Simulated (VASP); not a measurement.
# NaCl (F-43m) in VASP: a series of runs

One crystal, NaCl, is run at these levels: PBE; tasks: relaxation of the atoms.

All numbers are computed with VASP 6.6.1; they aren't measurements. Logs are shortened: lines on timing, memory, paths and dates and some standing lists are left out, and cuts for length are marked.

## Step 1: The undisturbed crystal

Symmetry: F-43m, No. 216, cubic system. Conventional cell: a = 6.251 Å, b = 6.251 Å, c = 6.251 Å, α = 90.00°, β = 90.00°, γ = 90.00°. Na (site symmetry -43m) is surrounded by 4 Cl at 2.71 Å. Cl (site symmetry -43m) is surrounded by 4 Na at 2.71 Å.

The cell was built by a generator and needn't be a form met in nature.

## Step 2: Relaxation of the atoms, PBE, 30.53 Å³/atom (strain = -0.04)

INCAR

```
PREC = Accurate ; ENCUT = 520
EDIFF = 1E-7 ; ISMEAR = -1
SIGMA = 0.05 ; LREAL = False
LASPH = True ; NELM = 60
ALGO = Normal ; ISIF = 2
LWAVE = False ; LCHARG = False
GGA = PE ; IBRION = 2
NSW = 40 ; EDIFFG = -0.01
```

KPOINTS

```
regular mesh
0
Gamma
  7 7 7
```

POSCAR

```
NaCl
1.0
   -0.0625146000      3.1257300000      3.1257300000
    3.1257300000     -0.0625146000      3.1257300000
    3.0632154000      3.0632154000      0.0000000000
Na Cl
1 1
Direct
    0.2500000000      0.2500000000      0.2500000000
    0.5000000000      0.5000000000      0.5000000000
```

Potentials or basis: VASP PAW PBE potentials, release 64 (Na_pv, Cl).

Command:

```console
$ cat potpaw_PBE.64/Na_pv/POTCAR potpaw_PBE.64/Cl/POTCAR > POTCAR
$ mpirun -np 1 vasp_std > vasp.out
```

OUTCAR:

```text
PREC = Accurate
   ENCUT = 520
   EDIFF = 1E-7
   ISMEAR = -1
   LREAL = False
   LASPH = True
   NELM = 60
   ISIF = 2
   GGA = PE
   IBRION = 2
   NSW = 40
   EDIFFG = -0.01

 ion  position               nearest neighbor table
   1  0.250  0.250  0.250-   2 2.67   2 2.67
   2  0.500  0.500  0.500-   1 2.67   1 2.67

  LATTYP: Found a body centered orthorhombic cell.
 ALAT       =     4.3320407632
 B/A-ratio  =     1.0408163265
 C/A-ratio  =     1.4430750636

  Lattice vectors:

 A1 = (   0.0625146000,  -3.1257300000,  -3.1257300000)
 A2 = (  -0.0625146000,   3.1257300000,  -3.1257300000)
 A3 = (   3.1257300000,  -0.0625146000,   3.1257300000)

Analysis of symmetry for initial positions (statically):
=====================================================================
 Subroutine PRICEL returns:
 Original cell was already a primitive cell.

 Routine SETGRP: Setting up the symmetry group for a
 body centered orthorhombic supercell.

 Subroutine GETGRP returns: Found  4 space group operations
 (whereof  4 operations were pure point group operations)
 out of a pool of  8 trial point group operations.

The static configuration has the point symmetry C_2v.

Analysis of symmetry for dynamics (positions and initial velocities):
=====================================================================
 Subroutine PRICEL returns:
 Original cell was already a primitive cell.

 Routine SETGRP: Setting up the symmetry group for a
 body centered orthorhombic supercell.

 Subroutine GETGRP returns: Found  4 space group operations
 (whereof  4 operations were pure point group operations)
 out of a pool of  8 trial point group operations.

The dynamic configuration has the point symmetry C_2v.

 Subroutine INISYM returns: Found  4 space group operations
 (whereof  4 operations are pure point group operations),
 and found     1 'primitive' translations

----------------------------------------------------------------------------------------

                                     Primitive cell

  volume of cell :      61.0535

  direct lattice vectors                    reciprocal lattice vectors
    -0.062514600  3.125730000  3.125730000    -0.156826111  0.156826111  0.159962633
     3.125730000 -0.062514600  3.125730000     0.156826111 -0.156826111  0.159962633
     3.063215400  3.063215400  0.000000000     0.163227176  0.163227176 -0.159962633

  length of vectors
     4.420891781  4.420891781  4.332040763     0.273453656  0.273453656  0.280845627

  position of ions in fractional coordinates (direct lattice)
     0.250000000  0.250000000  0.250000000
     0.500000000  0.500000000  0.500000000

  ion indices of the primitive-cell ions
   primitive index   ion index
                 1           1
                 2           2

----------------------------------------------------------------------------------------

 KPOINTS: regular mesh

Automatic generation of k-mesh.
 Grid dimensions read from file:
 generate k-points for:    7    7    7

 Generating k-lattice:

  Cartesian coordinates                     Fractional coordinates (reciprocal lattice)
    -0.022403730  0.022403730  0.022851805     0.142857143  0.000000000  0.000000000
     0.022403730 -0.022403730  0.022851805     0.000000000  0.142857143  0.000000000
     0.023318168  0.023318168 -0.022851805     0.000000000  0.000000000  0.142857143

  Length of vectors
     0.039064808  0.039064808  0.040120804

  Shift w.r.t. Gamma in fractional coordinates (k-lattice)
     0.000000000  0.000000000  0.000000000

 Subroutine IBZKPT returns following result:
 ===========================================

 Found     64 irreducible k-points:

 Following reciprocal coordinates:
            Coordinates               Weight
  0.000000  0.000000  0.000000      1.000000
  0.142857  0.000000  0.000000      4.000000
  0.285714  0.000000  0.000000      4.000000
  0.428571 -0.000000  0.000000      4.000000
  0.142857  0.142857  0.000000      2.000000
  0.285714  0.142857  0.000000      4.000000
[... 16 lines left out ...]
 -0.142857 -0.000000  0.142857      8.000000
  0.285714  0.285714  0.142857      4.000000
 [... further k-points ...]
   k-points           NKPTS =     64   k-points in BZ     NKDIM =     64   number of bands    NBANDS=     11
   number of dos      NEDOS =    301   number of ions     NIONS =      2
   total plane-waves  NPLWV =  41472
   dimension x,y,z NGX =    36 NGY =   36 NGZ =   32
   dimension x,y,z NGXF=    72 NGYF=   72 NGZF=   64
   ions per type =               1   1
   NGX,Y,Z   is equivalent  to a cutoff of  13.54, 13.54, 12.28 a.u.
   NGXF,Y,Z  is equivalent  to a cutoff of  27.08, 27.08, 24.56 a.u.
 SYSTEM =  unknown system
   PREC   = accura    normal or accurate (medium, high low for compatibility)
   ISTART =      0    job   : 0-new  1-cont  2-samecut
   ICHARG =      2    charge: 1-file 2-atom 10-const
   ISPIN  =      1    spin polarized calculation?
   LNONCOLLINEAR =      F non collinear calculations
   LSORBIT =      F    spin-orbit coupling
   LASPH  =      T    aspherical Exc in radial PAW
   ENCUT  =  520.0 eV  38.22 Ry    6.18 a.u.   8.22  8.22  8.05*2*pi/ulx,y,z
   NELM   =     60;   NELMIN=  2; NELMDL= -5     # of ELM steps
   EDIFF  = 0.1E-06   stopping-criterion for ELM
   LREAL  =      F    real-space projection
   EDIFFG = -.1E-01   stopping-criterion for IOM
   NSW    =     40    number of steps for IOM
   IBRION =      2    ionic relax: 0-MD 1-quasi-New 2-CG
   NFREE  =      1    steps in history (QN), initial steepest desc. (CG)
   ISIF   =      2    stress and relaxation
   ISYM   =      2    0-nonsym 1-usesym 2-fastsym
   POTIM  = 0.5000    time-step for ionic-motion
   TEBEG  =    0.0;   TEEND  =   0.0 temperature during run
   PSTRESS=    0.0 pullay stress
   NELECT =      14.0000    total number of electrons
   NUPDOWN=      -1.0000    fix difference up-down
   EMIN   =  10.00;   EMAX   =-10.00  energy-range for DOS
   EFERMI =   0.00;   METHOD = LEGACY
   ISMEAR =    -1;   SIGMA  =   0.05  broadening in eV -4-tet -1-fermi 0-gaus
   EFERMI_NEDOS =   21; number of points for ismear=-14 and -15
   IALGO  =     38    algorithm
   IMIX   =      4    mixing-type and parameters
     AMIX     =   0.40;   BMIX     =  1.00
     AMIX_MAG =   1.60;   BMIX_MAG =  1.00
  volume/ion in A,a.u.               =      30.53       206.00
  Fermi-wavevector in a.u.,A,eV,Ry     =   1.002030  1.893562 13.661116  1.004064
  Thomas-Fermi vector in A             =   2.134490
   LORBIT       =      0    0 simple, 1 ext, 2 COOP (PROOUT), +10 PAW based schemes
   GGA     = PE    functional components
   LHFCALC =     F    Hartree Fock is set to
   AEXX    =    0.0000 exact exchange contribution
   IVDW    =     0    specifies the selected vdW correction
   LEPSILON=     F    determine dielectric tensor
   LRPA    =     F    only Hartree local field effects (RPA)
 conjugate gradient relaxation of ions
 non-spin polarized calculation
  energy-cutoff  :      520.00
  volume of cell :       61.05
 maximum number of plane-waves:      1662
 NGX is ok and might be reduce to    36
   NGX = 17   NGY = 17   NGZ = 17

--------------------------------------- Ionic step        1  -------------------------------------------

 number of electron      14.0000006 magnetization

 Free energy of the ion-electron system (eV)
  ---------------------------------------------------
  ext. energy  EPLUGINS =         0.00000000
  ---------------------------------------------------
  free energy    TOTEN  =        -6.63847864 eV

  energy without entropy =       -6.63847864  energy(sigma->0) =       -6.63847864

------------------------ aborting loop because EDIFF is reached ----------------------------------------

  FORCE on cell =-STRESS in cart. coord.  units (eV):
  Direction    XX          YY          ZZ          XY          YZ          ZX
  --------------------------------------------------------------------------------------
  -------------------------------------------------------------------------------------
  Total        0.0176379      0.0176379      0.0182036      0.2266973      0.0000000      0.0000000
  in kB        0.4628582      0.4628582      0.4777025      5.9490319      0.0000000      0.0000000
  external PRESSURE =       0.4678063 kB  Pullay stress =       0.0000000 kB
[... 129 lines left out ...]
  energy  without entropy=       -6.6397447382  energy(sigma->0) =       -6.63974474

--------------------------------------- Ionic step        5  -------------------------------------------

 number of electron      14.0000000 magnetization

 Free energy of the ion-electron system (eV)
  ---------------------------------------------------
  ext. energy  EPLUGINS =         0.00000000
  ---------------------------------------------------
  free energy    TOTEN  =        -6.64115390 eV

  energy without entropy =       -6.64115390  energy(sigma->0) =       -6.64115390

 E-fermi :  -1.3874     XC(G=0):  -6.7226

 val. band max:       -2.4855064483   @ k =   0.0000   0.0000   0.0000
 cond. band min:       2.3115392385   @ k =   0.0000   0.0000   0.0000
 fundamental gap:      4.7970456868
 Fermi energy:        -1.3874034470

 k-point     1 :       0.0000    0.0000    0.0000
  band No.  band energies     occupation
      1     -23.2376      2.00000
      2     -23.2353      2.00000
      3     -23.2332      2.00000
      4     -14.6144      2.00000
      5      -2.5791      2.00000
      6      -2.5364      2.00000
      7      -2.4855      2.00000
      8       2.3115      0.00000
      9       8.3502      0.00000
     10       8.5712      0.00000
     11       8.7948      0.00000
[... 309 lines left out ...]
 k-point    24 :       0.2857    0.2857    0.1429
  band No.  band energies     occupation
      1     -23.2423      2.00000
      2     -23.2380      2.00000
      3     -23.2345      2.00000
      4     -14.5374      2.00000
      5      -3.0730      2.00000
      6      -2.6920      2.00000
      7      -2.6106      2.00000
      8       3.6933      0.00000
      9       7.4366      0.00000
     10       7.9404      0.00000
     11       8.6269      0.00000

 [... further k-points ...]

------------------------ aborting loop because EDIFF is reached ----------------------------------------

  FORCE on cell =-STRESS in cart. coord.  units (eV):
  Direction    XX          YY          ZZ          XY          YZ          ZX
  --------------------------------------------------------------------------------------
  -------------------------------------------------------------------------------------
  Total        0.0012039      0.0012039     -0.0046239      0.0922963      0.0000000      0.0000000
  in kB        0.0315932      0.0315932     -0.1213420      2.4220561      0.0000000      0.0000000
  external PRESSURE =      -0.0193852 kB  Pullay stress =       0.0000000 kB
[... 17 lines left out ...]
  FREE ENERGIE OF THE ION-ELECTRON SYSTEM (eV)
  ---------------------------------------------------
  free  energy   TOTEN  =        -6.6411539023 eV

  energy  without entropy=       -6.6411539022  energy(sigma->0) =       -6.64115390

 reached required accuracy - stopping structural energy minimisation
```

Run time: 2.7 min. Hardware: 1 thread of Intel Xeon Platinum 8375C at 2.90GHz (Ice Lake), shared host; peak memory 0.21 GiB.

What came out:

```yaml
Free_energy: -6.6412 eV
Energy_gained_by_relaxing: 1.3 meV/atom
Ionic_steps: 5
Pressure_after_relaxing: 0.0 GPa
Band_gap_on_the_k_mesh: 4.80 eV, direct
```

Caveat: an odd mesh through Γ misses points on the zone boundary, where band edges often lie.

## Step 3: Relaxation of the atoms, PBE, 30.54 Å³/atom (strain = -0.02)

INCAR is that of step 2.

KPOINTS is that of step 2.

POSCAR

```
NaCl
1.0
   -0.0312573000      3.1257300000      3.1257300000
    3.1257300000     -0.0312573000      3.1257300000
    3.0944727000      3.0944727000      0.0000000000
Na Cl
1 1
Direct
    0.2500000000      0.2500000000      0.2500000000
    0.5000000000      0.5000000000      0.5000000000
```

Potentials or basis: VASP PAW PBE potentials, release 64 (Na_pv, Cl).

Command:

```console
$ cat potpaw_PBE.64/Na_pv/POTCAR potpaw_PBE.64/Cl/POTCAR > POTCAR
$ mpirun -np 1 vasp_std > vasp.out
```

It took 2 min on 1 thread of Intel Xeon Platinum 8375C at 2.90GHz (Ice Lake), shared host; peak memory 0.22 GiB.

It converged, with:

```
Free energy               : -6.6425 eV
Energy gained by relaxing : 0.3 meV/atom
Ionic steps               : 5
Pressure after relaxing   : 0.0 GPa
Band gap on the k mesh    : 4.83 eV, direct
```

Caveat: an odd mesh through Γ misses points on the zone boundary, where band edges often lie.

## Step 4: For comparison

An earlier run on the cell as given: functional PBE; potentials or basis VASP PAW PBE potentials, release 64 (Na_pv, Cl); cutoff 520 eV; k mesh 7 × 7 × 7; occupations fermi-dirac, width 0.05 eV; no spin polarisation.

- Pressure: 0.0 GPa
- Band gap on the k mesh: 4.85 eV, direct
